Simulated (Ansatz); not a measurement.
SrF$_{2}$ (fluorite, Fm-3m), DFT-r²SCAN in the program Ansatz with PAW potentials: ε∞ = 2.16, cell volume 48.54 Å³. Infrared-active transverse modes:

```tsv
ω_TO (cm⁻¹)	oscillator strength S_xx (e²/amu)
221.2	0.2161
```

Task: Compute the static dielectric constant.

Result: Each mode adds (4.921e7/V) S/ω²: 4.48. So ε0 = 6.64.

Task: What LO frequency does the Lyddane–Sachs–Teller relation give?

Result: ω_LO = ω_TO √(ε0/ε∞) = 388 cm⁻¹.

The r²SCAN relaxation kept the symmetry of its start; phonons on a q-mesh show no instability. Spin–orbit coupling is left out wherever it is not named.

Potentials: the later of the program's two PAW sets.
